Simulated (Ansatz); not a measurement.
An Ansatz (an electronic-structure program) run. Input:

Ansatz 0.2 input:
```yaml
crystal:
  lattice:
    - [2.6766472795, 1.5453630274, 4.3495138461]
    - [-2.6766472795, 1.5453630274, 4.3495138461]
    - [0.0, -3.0907260547, 4.3495138461]
  atoms:
    - { symbol: La, position: [0.25, 0.25, 0.25] }
    - { symbol: La, position: [0.75, 0.75, 0.75] }
    - { symbol: Al, position: [0.0, 0.0, 0.0] }
    - { symbol: Al, position: [0.5, 0.5, 0.5] }
    - { symbol: O, position: [0.7858989585, 0.7141010415, 0.25] }
    - { symbol: O, position: [0.25, 0.7858989585, 0.7141010415] }
    - { symbol: O, position: [0.7141010415, 0.25, 0.7858989585] }
    - { symbol: O, position: [0.2141010415, 0.2858989585, 0.75] }
    - { symbol: O, position: [0.75, 0.2141010415, 0.2858989585] }
    - { symbol: O, position: [0.2858989585, 0.75, 0.2141010415] }
kpoints:
  mp_grid: { grid: [5, 5, 5] }
  band_path:
    path:
      - [[0.0, 0.0, 0.0], [0.5, 0.5, 0.5], [0.7491767024, 0.2508232976, 0.5]]  # Γ-T-H_2
      - [[0.5, -0.2508232976, 0.2508232976], [0.5, 0.0, 0.0], [0.0, 0.0, 0.0], [0.3754116488, -0.3754116488, 0.0]]  # H_0-L-Γ-S_0
      - [[0.6245883512, 0.0, 0.3754116488], [0.5, 0.0, 0.5], [0.0, 0.0, 0.0]]  # S_2-F-Γ
      - [VBM, CBM]
    npoints: 10
basis: { xc_grid: 2 }
hamiltonian:
  xc: pbesol
  pseudopotentials: { kind: paw }
magnetization: { noncollinear: true, spin_orbit: true }
scf:
  n_extra_bands: 20
  convergence: { dr2_threshold: 0.0000000001 }
  occupations: { method: gaussian, width: 0.01 }
checkpoint: { write: soc.run }
output: { eigenvalues: true }
```

Output (shortened):

```
Pseudopotential: La, paw_fr, valence charge 11
Pseudopotential: Al, paw_fr, valence charge 3
Pseudopotential: O, paw_fr, valence charge 6
Functional definition: PBEsol
non-collinear run that drives no moment, with spin-orbit …
Crystal: 10 atoms, lattice volume = 107.948 Å³
Basis set: ecut = 420 eV, 2085 PW (Γ), exchange–correlation on 72×72×72 points (8 copies of the dense FFT grid, shifted against one another)
Bands: 84, of which v1, the nominal top of the filled ones, is band 64 counted from 1 (63 counted from 0)
Symmetry: 12 space group operations + 12 with time reversal
k-points: 19 of 125
Projection manifold: j_resolved (fully-relativistic pseudo-atomic orbitals)
SCF iter   1: F=—  HF=-16766.669226 eV  |F-HF|=—  |Δ(HF+E_count)|=         —  Δρ=4.90e-2  dr2=3.26e0  dr2_m=0.00e0 (ungated)  ethr=3.10e-3  |M|=0.00e0 ∫|m|=0.00e0 μB  |m|>n=0.0e0 m-floor=0.0e0 τ_xc=0.0e0  β_m=0.30  ⟨swp⟩=4.0  Hψ=4039  notcnv=0
preconditioner: auto → Resta (q_TF=auto, 2.501 Å⁻¹)
spin=Noncollinear: Resta preconditioning applied to the charge; magnetization (m_x, m_y, m_z) channels mix plain (no charge-response kernel on spin).
SCF iter   2: F=—  HF=-16766.299525 eV  |F-HF|=—  |Δ(HF+E_count)|=   3.70e-1  Δρ=3.62e-2  dr2=1.76e0  dr2_m=0.00e0 (ungated)  ethr=3.10e-3  |M|=0.00e0 ∫|m|=0.00e0 μB  |m|>n=0.0e0 m-floor=0.0e0 τ_xc=0.0e0  β_m=0.65  ⟨swp⟩=2.1  Hψ=1055  notcnv=0  defer=134
SCF iter   3: F=—  HF=-16765.816306 eV  |F-HF|=—  |Δ(HF+E_count)|=   4.83e-1  Δρ=1.13e-2  dr2=1.23e-1  dr2_m=0.00e0 (ungated)  ethr=2.74e-3  |M|=0.00e0 ∫|m|=0.00e0 μB  |m|>n=0.0e0 m-floor=0.0e0 τ_xc=0.0e0  β_m=0.64  ⟨swp⟩=3.3  Hψ=1554  notcnv=0  defer=134
SCF iter   4: F=—  HF=-16765.782133 eV  |F-HF|=—  |Δ(HF+E_count)|=   3.42e-2  Δρ=3.01e-3  dr2=9.07e-3  dr2_m=0.00e0 (ungated)  ethr=1.93e-4  |M|=0.00e0 ∫|m|=0.00e0 μB  |m|>n=0.0e0 m-floor=0.0e0 τ_xc=0.0e0  β_m=0.68  ⟨swp⟩=2.6  Hψ=1378  notcnv=0  defer=198
SCF iter   5: F=—  HF=-16765.778686 eV  |F-HF|=—  |Δ(HF+E_count)|=   3.45e-3  Δρ=8.90e-4  dr2=5.53e-4  dr2_m=0.00e0 (ungated)  ethr=1.42e-5  |M|=0.00e0 ∫|m|=0.00e0 μB  |m|>n=0.0e0 m-floor=0.0e0 τ_xc=0.0e0  β_m=0.84  ⟨swp⟩=2.9  Hψ=1407  notcnv=0  defer=198
SCF iter   6: F=—  HF=-16765.778597 eV  |F-HF|=—  |Δ(HF+E_count)|=   8.87e-5  Δρ=1.21e-4  dr2=1.47e-5  dr2_m=0.00e0 (ungated)  ethr=8.64e-7  |M|=0.00e0 ∫|m|=0.00e0 μB  |m|>n=0.0e0 m-floor=0.0e0 τ_xc=0.0e0  β_m=0.92  ⟨swp⟩=2.1  Hψ=1400  notcnv=0  defer=198
SCF iter   7: F=—  HF=-16765.778606 eV  |F-HF|=—  |Δ(HF+E_count)|=   9.36e-6  Δρ=2.14e-5  dr2=5.54e-7  dr2_m=0.00e0 (ungated)  ethr=2.30e-8  |M|=0.00e0 ∫|m|=0.00e0 μB  |m|>n=0.0e0 m-floor=0.0e0 τ_xc=0.0e0  β_m=0.96  ⟨swp⟩=2.3  Hψ=1169  notcnv=0  defer=198
SCF iter   8: F=—  HF=-16765.778536 eV  |F-HF|=—  |Δ(HF+E_count)|=   6.98e-5  Δρ=2.57e-6  dr2=5.82e-9  dr2_m=0.00e0 (ungated)  ethr=8.65e-10  |M|=0.00e0 ∫|m|=0.00e0 μB  |m|>n=0.0e0 m-floor=0.0e0 τ_xc=0.0e0  β_m=0.98  ⟨swp⟩=2.0  Hψ=1320  notcnv=0  defer=198
SCF iter  10: F=-16765.778536 eV  HF=-16765.778536 eV  |F-HF|=1.46e-11  |Δ(HF+E_count)|=  1.20e-10  Δρ=1.36e-7  dr2=1.84e-11  dr2_m=0.00e0 (ungated)  ethr=1.00e-12  |M|=0.00e0 ∫|m|=0.00e0 μB  |m|>n=0.0e0 m-floor=0.0e0 τ_xc=0.0e0  ⟨swp⟩=13.1  Hψ=3509  notcnv=0
SCF 1 converged in 10 iterations: F = -16765.778536 eV  dr2 = 1.84e-11
NSCF: frozen V_eff on 32 k-points
NSCF: frozen V_eff on 32 k-points
NSCF: frozen V_eff on 32 k-points
NSCF: frozen V_eff on 32 k-points
NSCF: frozen V_eff on 17 k-points
NSCF: frozen V_eff on 15 k-points
NSCF: frozen V_eff on 15 k-points
NSCF: frozen V_eff on 5 k-points
NSCF: frozen V_eff on 9 k-points
NSCF: frozen V_eff on 2 k-points
NSCF: frozen V_eff on 6 k-points
NSCF: frozen V_eff on 1 k-points
NSCF: frozen V_eff on 84 k-points
SCF converged after 10 iterations
Magnetization: |M| = 0.0000 μB,  M = (+0.0000, +0.0000, +0.0000) μB
Absolute magnetization: 0.0000 μB (∫|m|)
  site 0: m = (+0.0000, +0.0000, +0.0000) μB, |m| = 0.0000 μB  (R = 1.02 Å)
  site 1: m = (+0.0000, +0.0000, +0.0000) μB, |m| = 0.0000 μB  (R = 1.02 Å)
  site 2: m = (+0.0000, +0.0000, +0.0000) μB, |m| = 0.0000 μB  (R = 0.78 Å)
  site 3: m = (+0.0000, +0.0000, +0.0000) μB, |m| = 0.0000 μB  (R = 0.78 Å)
  site 4: m = (+0.0000, +0.0000, +0.0000) μB, |m| = 0.0000 μB  (R = 0.78 Å)
  site 5: m = (+0.0000, +0.0000, +0.0000) μB, |m| = 0.0000 μB  (R = 0.78 Å)
  site 6: m = (+0.0000, +0.0000, +0.0000) μB, |m| = 0.0000 μB  (R = 0.78 Å)
  site 7: m = (+0.0000, +0.0000, +0.0000) μB, |m| = 0.0000 μB  (R = 0.78 Å)
  site 8: m = (+0.0000, +0.0000, +0.0000) μB, |m| = 0.0000 μB  (R = 0.78 Å)
  site 9: m = (+0.0000, +0.0000, +0.0000) μB, |m| = 0.0000 μB  (R = 0.78 Å)
Free energy (F): -16765.778536 eV
Harris-Foulkes:  -16765.778536 eV  (|F-HF|=1.46e-11)
Internal energy: -16765.778536 eV  (E = F + TS)
E sigma→0 (E₀):  -16765.778536 eV
Fermi energy:    13.306445 eV
--- Per-component energies (eV) ---
  E_band       = 153.337826
  E_kinetic    = 1504.816046
  E_local      = -2047.256226  (includes V_loc(G=0)·N_el)
  E_nonlocal   = 503.152940
  E_hartree    = 738.595680
  E_xc         = -803.738207
  E_vxc        = -928.666167  (∫ρ·V_xc dr)
  E_paw        = -12493.976558  (= ΣΔE_a)
  E_vpaw       = -355.915312  (= ΣTr[D̂ρ^β])
  E_aug_tail   = 0.015096  (compensation charges beyond the density's cutoff)
  E_ewald      = -4167.978257
  E_core_change = 0.590950  (= ΣΔE_core)
  E_smearing   =  0.000000  (= −TS)
  E_closure    = 0.000000  (closes the sum)
  Σ components = -16765.778536   (vs F -16765.778536, Δ=0.00e0)
  [band-id]    e_kinetic+e_local+e_nonlocal+2·e_hartree+e_vxc+e_vpaw+e_augmentation_tail = 153.337737   (vs E_band 153.337826, Δ=-8.88e-5)
--- Band table (eV; the first three rows and the last of 19) ---
  k-point 0: bands = ["-18.7094", "-18.7094", "-18.4372", "-18.4372", "-6.6042", "-6.6042", "-5.4678", "-5.4678", "-5.4079", "-5.4079", "-5.2948", "-5.2948", "-5.1408", "-5.1408", "-4.8058", "-4.8058", "-4.0262", "-4.0262", "-3.8775", "-3.8775", "-2.2563", …
  k-point 1: bands = ["-18.6799", "-18.6799", "-18.4596", "-18.4596", "-6.7064", "-6.7064", "-5.9212", "-5.9212", "-5.4765", "-5.4765", "-5.3514", "-5.3514", "-5.0257", "-5.0257", "-4.9169", "-4.9169", "-3.8901", "-3.8901", "-3.6369", "-3.6369", "-2.0560", …
  k-point 2: bands = ["-18.6061", "-18.6061", "-18.5219", "-18.5219", "-6.7595", "-6.7595", "-6.4969", "-6.4969", "-5.4984", "-5.4984", "-5.4081", "-5.4081", "-5.1565", "-5.1565", "-5.0546", "-5.0546", "-3.5470", "-3.5470", "-3.4090", "-3.4090", "-1.6842", …
  k-point 18: bands = ["-18.5696", "-18.5696", "-18.5522", "-18.5522", "-6.6976", "-6.6976", "-6.6679", "-6.6679", "-5.7814", "-5.7814", "-5.6229", "-5.6229", "-5.0326", "-5.0326", "-4.9450", "-4.9450", "-3.3952", "-3.3952", "-3.3066", "-3.3066", "-1.4147", …
```

Cost: around 6 core-minutes (rough) on shared cores.

Space group R-3c. The cell was relaxed with PBEsol under the symmetry of its start; of distortions, only those at the zone centre were tested.

Potentials: the later of the program's two PAW sets.

Ansatz is a plane-wave DFT program.
